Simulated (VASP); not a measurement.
Here is a VASP 6.6.1 calculation.

The input INCAR:

```
SYSTEM = BeTe
  PREC = Accurate
  ENCUT = 600
  EDIFF = 1E-7
  ISMEAR = -1
  SIGMA = 0.05
  LREAL = .False.
  LASPH = .True.
  NELM = 60
  ALGO = Fast
  ISIF = 3
  LWAVE = .False.
  LCHARG = .False.
  GGA = RP
  IVDW = 11
  IBRION = 2
  NSW = 60
  EDIFFG = -0.01
```

File KPOINTS:

```
regular mesh
0
Gamma
  8 8 8
  0 0 0
```

The input POSCAR:

```
BeTe
1.0
    0.0000000000      2.7700000000      2.7700000000
    2.7700000000      0.0000000000      2.7700000000
    2.7700000000      2.7700000000      0.0000000000
Te Be
1 1
Direct
    0.7500000000      0.7500000000      0.7500000000
    0.0000000000      0.0000000000      0.0000000000
```

Potentials or basis: VASP PAW PBE potentials, release 64 (Te, Be).

Launch:

```bash
$ cat potpaw_PBE.64/Te/POTCAR potpaw_PBE.64/Be/POTCAR > POTCAR
$ mpirun -np 1 vasp_std > vasp.out
```

**Question.** Predict the dispersion energy per atom.

**Answer.** -0.352 eV.

**Question.** What does it give for the relaxed cell?

**Answer.** a = 3.989 Å, b = 3.989 Å, c = 3.989 Å, α = 60.00°, β = 60.00°, γ = 60.00°.

**Question.** Predict the band gap on the k mesh.

**Answer.** 2.08 eV, indirect (least direct gap 3.64 eV).

**Question.** What does it give for the space group after relaxing (to 0.05 Å)?

**Answer.** F-43m (No. 216).

Final structure:
```
Te Be
1.0
     0.00000    2.82054    2.82054
     2.82054    0.00000    2.82054
     2.82054    2.82054    0.00000
Te Be
1 1
Direct
  0.75000 0.75000 0.75000
  0.00000 0.00000 0.00000
```

Caveat: spin-orbit coupling is left out, which moves the levels of the heavy elements. A k mesh can miss the band edges.
